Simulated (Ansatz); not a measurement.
# SnTe: single point with PBE

The system is SnTe.

```
Te Sn
1.0
     0.00000    3.15085    3.15085
     3.15085    0.00000    3.15085
     3.15085    3.15085    0.00000
Te Sn
1 1
Direct
  0.51041 0.49414 0.50590
  0.00359 0.99017 0.99647
```

The cell isn't the ideal one: atoms moved at random, drawn with an rms of 0.05 Å.

- Program: Ansatz 0.2.0
- Task: single point
- Functional: PBE
- Potentials or basis: Ansatz PAW
- Cutoff: 420 eV (not typed: the program's choice for these potentials)
- k mesh: 7 × 7 × 7
- Occupations: fermi-dirac, width 0.05 eV
- Spin: no spin polarisation

| Item | Value |
| --- | --- |
| Pressure | 2.3 GPa |
| Largest force | 0.021 eV/Å |
| Band gap on the k mesh | 0.66 eV, direct |

Forces in eV/Å, atoms in the order of the input:
```
Te  -0.012 -0.014 -0.009
Sn   0.012  0.014  0.009
```

Levels at points of the mesh, in eV from the valence-band top:
| k point | band 13 | band 14 | band 15 | band 16 | band 17 | band 18 |
| --- | --- | --- | --- | --- | --- | --- |
| (0.00, 0.00, 0.00) | -1.91 | -1.91 | -1.89 | 3.55 | 3.58 | 3.59 |

Wall time 17 s on 1 thread of Arm Neoverse V2 (shared host), peak memory 0.48 GiB.

Caveat: odd divisions of the mesh miss points on the zone boundary, where band edges often lie, so the gap on the mesh can be too wide; spin-orbit coupling is left out, which moves the levels of the heavy elements. A k mesh can miss the band edges.
